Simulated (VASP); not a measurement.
# MgS (P6_3mc) in VASP: further runs, part 2 of 3

VASP 6.6.1.

**3. QSGW0 quasiparticle levels, PBEsol**

The input, POSCAR:

```
MgS
1.0
    4.0346224068      0.0000000000      0.0000000000
   -2.0173112034      3.4940854990      0.0000000000
    0.0000000000      0.0000000000      6.4322941800
S Mg
2 2
Direct
    0.6666666667      0.3333333333      0.8792441500
    0.3333333333      0.6666666667      0.3792441500
    0.3333333333      0.6666666667      0.9957548500
    0.6666666667      0.3333333333      0.4957548500
```

The input, INCAR.step1:

```
ALGO = Normal
EDIFF = 1E-8
ENCUT = 500
GGA = PS
ISMEAR = 0
LASPH = True
LCHARG = False
LREAL = False
LWAVE = True
NELM = 80
PREC = Accurate
SIGMA = 0.01
```

The input, INCAR.step2:

```
ALGO = Exact
EDIFF = 1E-8
ENCUT = 500
GGA = PS
ISMEAR = 0
ISTART = 1
LASPH = True
LCHARG = False
LOPTICS = True
LREAL = False
LWAVE = True
NBANDS = 213
NELM = 1
PREC = Accurate
SIGMA = 0.01
```

The input, INCAR.step3:

```
ALGO = QPGW0
EDIFF = 1E-8
ENCUT = 500
ENCUTGW = 100
GGA = PS
ISMEAR = 0
ISTART = 1
LASPH = True
LCHARG = False
LREAL = False
LWAVE = False
NBANDS = 213
NBANDSGW = 20
NELMGW = 4
NOMEGA = 48
PREC = Accurate
PRECFOCK = Fast
SIGMA = 0.01
```

The input, KPOINTS:

```
k-points
0
Gamma
  3 3 2
```

Potentials or basis: VASP PAW PBE potentials, release 64 (S_GW, Mg_GW).

Started as:

```sh
> cat potpaw_PBE.64/S_GW/POTCAR potpaw_PBE.64/Mg_GW/POTCAR > POTCAR
> cp INCAR.step1 INCAR
> mpirun -np 1 vasp_std > vasp.out
> cp INCAR.step2 INCAR
> mpirun -np 1 vasp_std > vasp.out
> cp INCAR.step3 INCAR
> mpirun -np 1 vasp_std > vasp.out
```

OUTCAR:

```text
EDIFF = 1E-8
   ENCUT = 500
   ENCUTGW = 100
   GGA = PS
   ISMEAR = 0
   ISTART = 1
   LASPH = True
   LREAL = False
   NELMGW = 4
   PREC = Accurate
   PRECFOCK = Fast

 ion  position               nearest neighbor table
   1  0.667  0.333  0.879-   3 2.45   3 2.45   3 2.45   4 2.47
   2  0.333  0.667  0.379-   4 2.45   4 2.45   4 2.45   3 2.47
   3  0.333  0.667  0.996-   1 2.45   1 2.45   1 2.45   2 2.47
   4  0.667  0.333  0.496-   2 2.45   2 2.45   2 2.45   1 2.47

  LATTYP: Found a hexagonal cell.
 ALAT       =     4.0346224068
 C/A-ratio  =     1.5942741430

  Lattice vectors:

 A1 = (   4.0346224068,   0.0000000000,   0.0000000000)
 A2 = (  -2.0173112034,   3.4940854990,   0.0000000000)
 A3 = (   0.0000000000,   0.0000000000,   6.4322941800)

Analysis of symmetry for initial positions (statically):
=====================================================================
 Subroutine PRICEL returns:
 Original cell was already a primitive cell.

 Routine SETGRP: Setting up the symmetry group for a
 hexagonal supercell.

 Subroutine GETGRP returns: Found 12 space group operations
 (whereof  6 operations were pure point group operations)
 out of a pool of 24 trial point group operations.

The static configuration has the point symmetry C_3v.
 The point group associated with its full space group is C_6v.

Analysis of symmetry for dynamics (positions and initial velocities):
=====================================================================
 Subroutine PRICEL returns:
 Original cell was already a primitive cell.

 Routine SETGRP: Setting up the symmetry group for a
 hexagonal supercell.

 Subroutine GETGRP returns: Found 12 space group operations
 (whereof  6 operations were pure point group operations)
 out of a pool of 24 trial point group operations.

The dynamic configuration has the point symmetry C_3v.
 The point group associated with its full space group is C_6v.

 Subroutine INISYM returns: Found 12 space group operations
 (whereof  6 operations are pure point group operations),
 and found     1 'primitive' translations

----------------------------------------------------------------------------------------

                                     Primitive cell

  volume of cell :      90.6781

  direct lattice vectors                    reciprocal lattice vectors
     4.034622407  0.000000000  0.000000000     0.247854669  0.143098960  0.000000000
    -2.017311203  3.494085499  0.000000000     0.000000000  0.286197919  0.000000000
     0.000000000  0.000000000  6.432294180     0.000000000  0.000000000  0.155465526

  length of vectors
     4.034622407  4.034622407  6.432294180     0.286197919  0.286197919  0.155465526

  position of ions in fractional coordinates (direct lattice)
     0.666666667  0.333333333  0.879244150
     0.333333333  0.666666667  0.379244150
     0.333333333  0.666666667  0.995754850
     0.666666667  0.333333333  0.495754850

  ion indices of the primitive-cell ions
   primitive index   ion index
                 1           1
                 2           2
                 3           3
                 4           4

----------------------------------------------------------------------------------------

 KPOINTS: k-points

Automatic generation of k-mesh.
 Grid dimensions read from file:
 generate k-points for:    3    3    2

 Generating k-lattice:

  Cartesian coordinates                     Fractional coordinates (reciprocal lattice)
     0.082618223  0.047699653  0.000000000     0.333333333  0.000000000  0.000000000
     0.000000000  0.095399306  0.000000000     0.000000000  0.333333333  0.000000000
     0.000000000  0.000000000  0.077732763     0.000000000  0.000000000  0.500000000

  Length of vectors
     0.095399306  0.095399306  0.077732763

  Shift w.r.t. Gamma in fractional coordinates (k-lattice)
     0.000000000  0.000000000  0.000000000

 Subroutine IBZKPT returns following result:
 ===========================================

 Found      6 irreducible k-points:

 Following reciprocal coordinates:
            Coordinates               Weight
  0.000000  0.000000  0.000000      1.000000
  0.333333 -0.000000  0.000000      6.000000
  0.333333  0.333333  0.000000      2.000000
  0.000000  0.000000  0.500000      1.000000
  0.333333 -0.000000  0.500000      6.000000
  0.333333  0.333333  0.500000      2.000000
   k-points           NKPTS =      6   k-points in BZ     NKDIM =     18   number of bands    NBANDS=    213
   number of dos      NEDOS =    301   number of ions     NIONS =      4
   total plane-waves  NPLWV =  43200
   dimension x,y,z NGX =    30 NGY =   30 NGZ =   48
   dimension x,y,z NGXF=    60 NGYF=   60 NGZF=   96
   ions per type =               2   2
   NGX,Y,Z   is equivalent  to a cutoff of  12.36, 12.36, 12.41 a.u.
   NGXF,Y,Z  is equivalent  to a cutoff of  24.72, 24.72, 24.81 a.u.
 SYSTEM =  unknown system
   PREC   = accura    normal or accurate (medium, high low for compatibility)
   ISTART =      1    job   : 0-new  1-cont  2-samecut
   ICHARG =      0    charge: 1-file 2-atom 10-const
   ISPIN  =      1    spin polarized calculation?
   LNONCOLLINEAR =      F non collinear calculations
   LSORBIT =      F    spin-orbit coupling
   LASPH  =      T    aspherical Exc in radial PAW
   ENCUT  =  500.0 eV  36.75 Ry    6.06 a.u.   7.36  7.36 11.73*2*pi/ulx,y,z
   NELM   =     60;   NELMIN=  2; NELMDL=  0     # of ELM steps
   EDIFF  = 0.1E-07   stopping-criterion for ELM
   LREAL  =      F    real-space projection
   EDIFFG = 0.1E-06   stopping-criterion for IOM
   NSW    =      0    number of steps for IOM
   IBRION =     -1    ionic relax: 0-MD 1-quasi-New 2-CG
   NFREE  =      0    steps in history (QN), initial steepest desc. (CG)
   ISIF   =      0    stress and relaxation
   ISYM   =      3    0-nonsym 1-usesym 2-fastsym
   POTIM  = 0.5000    time-step for ionic-motion
   TEBEG  =    0.0;   TEEND  =   0.0 temperature during run
   PSTRESS=    0.0 pullay stress
   NELECT =      16.0000    total number of electrons
   NUPDOWN=      -1.0000    fix difference up-down
   EMIN   =  10.00;   EMAX   =-10.00  energy-range for DOS
   EFERMI =   0.00;   METHOD = LEGACY
   ISMEAR =     0;   SIGMA  =   0.01  broadening in eV -4-tet -1-fermi 0-gaus
   EFERMI_NEDOS =   21; number of points for ismear=-14 and -15
   IALGO  =     38    algorithm
   IMIX   =      4    mixing-type and parameters
     AMIX     =   0.40;   BMIX     =  1.00
     AMIX_MAG =   1.60;   BMIX_MAG =  1.00
  volume/ion in A,a.u.               =      22.67       152.98
  Fermi-wavevector in a.u.,A,eV,Ry     =   0.918221  1.735187 11.471486  0.843130
  Thomas-Fermi vector in A             =   2.043279
   LORBIT       =      0    0 simple, 1 ext, 2 COOP (PROOUT), +10 PAW based schemes
   GGA     = PS    functional components
   LHFCALC =     T    Hartree Fock is set to
   PRECFOCK=fast      Normal, Fast or Accurate (Low or Medium for compatibility)
   ENCUT4O =  -1.0   cutoff for four orbital integrals eV
   NKREDX  =     1    reduce k-point grid by
   NKREDY  =     1    reduce k-point grid by
   NKREDZ  =     1    reduce k-point grid by
   AEXX    =    1.0000 exact exchange contribution
   HFSCREEN=    0.0000 screening length (either q_TF or 0.3 A-1)
   HFSCREENC=   0.0000 screening length for correlation (either q_TF or 0.3 A-1)
   ENCUTFOCK=  -1.0 apply spherical cutoff to Coloumb kernel
   IVDW    =     0    specifies the selected vdW correction
   LEPSILON=     F    determine dielectric tensor
   LRPA    =     F    only Hartree local field effects (RPA)
   LRPAFORCE           =     F    calculate RPA forces
   ENCUTGW             = 100.0    cutoff for response function in eV
   ENCUTGWSOFT         =  80.0    soft cutoff for Coulomb kernel in GW response function in eV
   ENCUTLF             =  -1.0    cutoff for local field effects
   NELMGW              =     4    number of iterations in solving QP/BSE equation
   NELMHF              =     1    number of iterations in the inner HF iteration
   NKREDLFX            =     1    NKREDLFY  =   1   NKREDLFZ  =   1
 non-spin polarized calculation
 Gauss-broadening in eV      SIGMA  =   0.01
  energy-cutoff  :      500.00
  volume of cell :       90.68
 maximum number of plane-waves:      2340
 NGX is ok and might be reduce to    30
  NGX = 18; NGY = 18; NGZ = 28
   NGX = 15   NGY = 15   NGZ = 23
 maximum number of plane-waves:       214
 NGX is ok and might be reduce to    14

 QP shifts <psi_nk| G(iteration)W_0 |psi_nk>: iteration 1
 for sc-GW calculations column KS-energies equals QP-energies in previous step
 and V_xc(KS)=  KS-energies - (<T + V_ion + V_H > + <T+V_H+V_ion>^1  + <V_x>^1)

 k-point   1 :       0.0000    0.0000    0.0000
  band No.  KS-energies  QP-energies   sigma(KS)   V_xc(KS)     V^pw_x(r,r')   Z            occupation Imag(sigma)

      1     -10.2390     -10.9278     -13.8135     -12.7687     -20.8451       0.6592       2.0000       1.3210
      2      -9.4930     -10.1368     -14.4001     -13.4276     -21.2261       0.6620       2.0000       1.1215
      3      -2.1131      -3.3195     -12.1005     -10.4379     -14.8026       0.7256       2.0000       0.1368
      4       0.5873      -0.4919     -13.9975     -12.5688     -16.1092       0.7554       2.0000       0.0886
      5       0.5873      -0.4919     -13.9975     -12.5688     -16.1092       0.7554       2.0000       0.0886
      6       1.0133      -0.0170     -14.2396     -12.8804     -16.2427       0.7580       2.0000       0.0848
[... 12 lines left out ...]
     19      12.1578      12.4718      -6.0966      -6.5183      -1.3363       0.7445       0.0000      -0.2718
     20      12.5034      13.2113      -7.6305      -8.5655      -3.0209       0.7571       0.0000      -0.2147
[... 688 lines left out ...]
      1     -10.3124     -10.3333     -10.3326     -10.3427       0.6679       2.0000
      2     -10.3124     -10.3333     -10.3326     -10.3427       0.6679       2.0000
      3      -3.1518      -3.1636      -3.1611      -3.1646       0.7301       2.0000
      4      -3.1518      -3.1636      -3.1611      -3.1646       0.7301       2.0000
      5      -2.3372      -2.3481      -2.3471      -2.3504       0.7442       2.0000
      6      -2.3372      -2.3481      -2.3471      -2.3504       0.7442       2.0000
[... 12 lines left out ...]
     19      15.0858      15.0891      15.0872      15.0877       0.7360       0.0000
     20      15.0858      15.0891      15.0872      15.0877       0.7360       0.0000
```

Wall time 11 min (1 thread of Intel Xeon 6975P-C (Granite Rapids), shared host); peak memory 1 GiB.

Results:

```yaml
Band_gap_on_the_k_mesh_mean-field_level: 3.26 eV, direct
Quasiparticle_gap: 5.25 eV
Least_direct_quasiparticle_gap: 5.25 eV
```

Quasiparticle gap after each update of the energies (eV): 4.88, 5.17, 5.23, 5.25

Caveat: the k mesh is coarse (spacing up to 0.60 Å⁻¹), so the values aren't converged; bands, screening cutoff and mesh are small and nothing is extrapolated, so the quasiparticle values aren't converged.

**4. EvGW0 quasiparticle levels, PBE**

POSCAR is that of step 3.

The input, INCAR.step1:

```
SYSTEM = MgS
ALGO = Normal ; EDIFF = 1E-8
ENCUT = 450 ; GGA = PE
ISMEAR = 0 ; LASPH = .TRUE.
LCHARG = .FALSE. ; LREAL = .FALSE.
LWAVE = .TRUE. ; NELM = 100
PREC = Accurate ; SIGMA = 0.01
```

The input, INCAR.step2:

```
SYSTEM = MgS
ALGO = Exact ; EDIFF = 1E-8
ENCUT = 450 ; GGA = PE
ISMEAR = 0 ; ISTART = 1
LASPH = .TRUE. ; LCHARG = .FALSE.
LOPTICS = .TRUE. ; LREAL = .FALSE.
LWAVE = .TRUE. ; NBANDS = 128
NELM = 1 ; PREC = Accurate
SIGMA = 0.01
```

The input, INCAR.step3:

```
SYSTEM = MgS
ALGO = EVGW0 ; EDIFF = 1E-8
ENCUT = 450 ; ENCUTGW = 100
GGA = PE ; ISMEAR = 0
ISTART = 1 ; LASPH = .TRUE.
LCHARG = .FALSE. ; LREAL = .FALSE.
LWAVE = .FALSE. ; NBANDS = 128
NBANDSGW = 16 ; NELMGW = 4
NOMEGA = 64 ; PREC = Accurate
PRECFOCK = Fast ; SIGMA = 0.01
```

The input, KPOINTS:

```
k-points
0
G
  4 4 2
  0 0 0
```

Potentials or basis: VASP PAW PBE potentials, release 64 (S_GW, Mg_GW).

Started as:

```sh
> cat potpaw_PBE.64/S_GW/POTCAR potpaw_PBE.64/Mg_GW/POTCAR > POTCAR
> cp INCAR.step1 INCAR
> mpirun -np 1 vasp_std > vasp.out
> cp INCAR.step2 INCAR
> mpirun -np 1 vasp_std > vasp.out
> cp INCAR.step3 INCAR
> mpirun -np 1 vasp_std > vasp.out
```

OUTCAR:

```text
SYSTEM = MgS
   EDIFF = 1E-8
   ENCUT = 450
   ENCUTGW = 100
   GGA = PE
   ISMEAR = 0
   ISTART = 1
   LASPH = .TRUE.
   LREAL = .FALSE.
   NELMGW = 4
   PREC = Accurate
   PRECFOCK = Fast

 ion  position               nearest neighbor table
   1  0.667  0.333  0.879-   3 2.45   3 2.45   3 2.45   4 2.47
   2  0.333  0.667  0.379-   4 2.45   4 2.45   4 2.45   3 2.47
   3  0.333  0.667  0.996-   1 2.45   1 2.45   1 2.45   2 2.47
   4  0.667  0.333  0.496-   2 2.45   2 2.45   2 2.45   1 2.47

  LATTYP: Found a hexagonal cell.
 ALAT       =     4.0346224068
 C/A-ratio  =     1.5942741430

  Lattice vectors:

 A1 = (   4.0346224068,   0.0000000000,   0.0000000000)
 A2 = (  -2.0173112034,   3.4940854990,   0.0000000000)
 A3 = (   0.0000000000,   0.0000000000,   6.4322941800)

Analysis of symmetry for initial positions (statically):
=====================================================================
 Subroutine PRICEL returns:
 Original cell was already a primitive cell.

[... 137 lines left out ...]
   PRECFOCK=fast      Normal, Fast or Accurate (Low or Medium for compatibility)
   ENCUT4O =  -1.0   cutoff for four orbital integrals eV
   NKREDX  =     1    reduce k-point grid by
   NKREDY  =     1    reduce k-point grid by
   NKREDZ  =     1    reduce k-point grid by
   AEXX    =    1.0000 exact exchange contribution
   HFSCREEN=    0.0000 screening length (either q_TF or 0.3 A-1)
   HFSCREENC=   0.0000 screening length for correlation (either q_TF or 0.3 A-1)
   ENCUTFOCK=  -1.0 apply spherical cutoff to Coloumb kernel
   IVDW    =     0    specifies the selected vdW correction
   LEPSILON=     F    determine dielectric tensor
   LRPA    =     F    only Hartree local field effects (RPA)
   LRPAFORCE           =     F    calculate RPA forces
   ENCUTGW             = 100.0    cutoff for response function in eV
   ENCUTGWSOFT         =  80.0    soft cutoff for Coulomb kernel in GW response function in eV
   ENCUTLF             =  -1.0    cutoff for local field effects
   NELMGW              =     4    number of iterations in solving QP/BSE equation
   NELMHF              =     1    number of iterations in the inner HF iteration
   NKREDLFX            =     1    NKREDLFY  =   1   NKREDLFZ  =   1
 non-spin polarized calculation
 Gauss-broadening in eV      SIGMA  =   0.01
  energy-cutoff  :      450.00
  volume of cell :       90.68
 maximum number of plane-waves:      1980
 NGX is ok and might be reduce to    28
  NGX = 16; NGY = 16; NGZ = 28
   NGX = 13   NGY = 13   NGZ = 23
 maximum number of plane-waves:       218
 NGX is ok and might be reduce to    14

 QP shifts <psi_nk| G(iteration)W_0 |psi_nk>: iteration 1
 for sc-GW calculations column KS-energies equals QP-energies in previous step
 and V_xc(KS)=  KS-energies - (<T + V_ion + V_H > + <T+V_H+V_ion>^1  + <V_x>^1)

 k-point   1 :       0.0000    0.0000    0.0000
  band No.  KS-energies  QP-energies   sigma(KS)   V_xc(KS)     V^pw_x(r,r')   Z            occupation Imag(sigma)

      1     -10.1994     -10.8662     -13.7984     -12.8405     -20.9057       0.6961       2.0000       1.3196
      2      -9.4698      -9.9862     -14.2735     -13.5084     -21.2783       0.6750       2.0000       1.0985
      3      -2.0060      -3.2440     -12.1271     -10.4339     -14.8787       0.7311       2.0000       0.0849
      4       0.6334      -0.3643     -13.9185     -12.6099     -16.0480       0.7625       2.0000       0.0486
      5       0.6334      -0.3643     -13.9185     -12.6099     -16.0480       0.7625       2.0000       0.0486
      6       1.0523       0.1182     -14.1493     -12.9277     -16.1762       0.7647       2.0000       0.0457
[... 621 lines left out ...]
      2     -10.1988     -10.2148     -14.3766       4.1541     -21.3140       0.6760       2.0000       0.9835
      3      -3.0795      -3.0892     -12.2694       9.1768     -15.0192       0.7374       2.0000       0.0850
      4      -3.0795      -3.0892     -12.2694       9.1768     -15.0192       0.7374       2.0000       0.0850
      5      -1.7519      -1.7601     -12.8482      11.0855     -15.2310       0.7543       2.0000       0.0606
      6      -1.7519      -1.7601     -12.8482      11.0855     -15.2310       0.7543       2.0000       0.0606
[... 8 lines left out ...]
     15      10.9151      10.9166      -7.5279      18.4449      -3.4956       0.7766       0.0000      -0.0836
     16      10.9151      10.9166      -7.5279      18.4449      -3.4956       0.7766       0.0000      -0.0836
```

OUTCAR.step1:

```text
SYSTEM = MgS
   EDIFF = 1E-8
   ENCUT = 450
   GGA = PE
   ISMEAR = 0
   LASPH = .TRUE.
   LREAL = .FALSE.
   NELM = 100
[... 332 lines left out ...]
     -0.00000      2.32939      2.43941         0.000000     -0.000000     -0.047455
     -0.00000      2.32939      6.40499        -0.000000      0.000000      0.047455
      2.01731      1.16470      3.18884         0.000000     -0.000000      0.047455
 -----------------------------------------------------------------------------------
    total drift:                               -0.000000     -0.000000     -0.000019

  FREE ENERGIE OF THE ION-ELECTRON SYSTEM (eV)
  ---------------------------------------------------
  free  energy   TOTEN  =       -16.9700606097 eV

  energy  without entropy=      -16.9700606097  energy(sigma->0) =      -16.97006061
```

It took 7.4 min on 1 thread of Intel Xeon Platinum 8488C (Sapphire Rapids), shared host; peak memory 0.96 GiB.

Results:

| Item | Value |
| --- | --- |
| Band gap on the k mesh, mean-field level | 3.43 eV, direct |
| Quasiparticle gap | 5.24 eV |
| Least direct quasiparticle gap | 5.24 eV |

Quasiparticle gap after each update of the energies (eV): 4.95, 5.20, 5.24, 5.24

Caveat: the k mesh is coarse (spacing up to 0.49 Å⁻¹), so the values aren't converged; bands, screening cutoff and mesh are small and nothing is extrapolated, so the quasiparticle values aren't converged.

[end of part 2 of 3]
